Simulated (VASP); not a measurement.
The system is Mg.

```xyz
2
Lattice="3.2093 0.0000 0.0000 -1.6046 2.7793 0.0000 0.0000 0.0000 5.2103" Properties=species:S:1:pos:R:3 pbc="T T T"
Mg    1.6047    0.9264    3.9077
Mg    0.0000    1.8529    1.3026
```

```yaml
Program: VASP 6.6.1
Task: relaxation of cell and atoms
Functional: RPBE
Potentials_or_basis: VASP PAW PBE potentials, release 64 (Mg)
Cutoff: 600 eV
k_mesh: 10 × 10 × 5
Occupations: fermi-dirac, width 0.05 eV
Spin: no spin polarisation
```

At the start: pressure 0.6 GPa; volume 23.24 Å³/atom.

Problem. Where does the relaxation end?

Solution. Over 7 steps the energy falls by 3.0 meV/atom and the volume is 23.65 Å³/atom (+1.8 %); space group P6_3/mmc (No. 194, to 0.05 Å).

Step by step:
```csv
step,energy change (eV),largest force (eV/Å),pressure (GPa),volume (Å³)
1,0.0000,0.0000,0.57,46.47
2,-0.0028,0.0000,0.16,47.03
3,-0.0030,0.0000,-0.78,48.42
4,-0.0044,0.0000,-0.31,47.70
5,-0.0058,0.0000,-0.24,47.62
6,-0.0058,0.0000,-0.23,47.61
7,-0.0060,0.0000,-0.03,47.31
```

Final structure:
```xyz
2
Lattice="3.1972 0.0000 0.0000 -1.5986 2.7688 0.0000 0.0000 0.0000 5.3443" Properties=species:S:1:pos:R:3 pbc="T T T"
Mg    1.5986    0.9229    4.0082
Mg    0.0000    1.8459    1.3361
```

Caveat: the PAW data sets were made with another functional, which shifts forces and pressure a little.
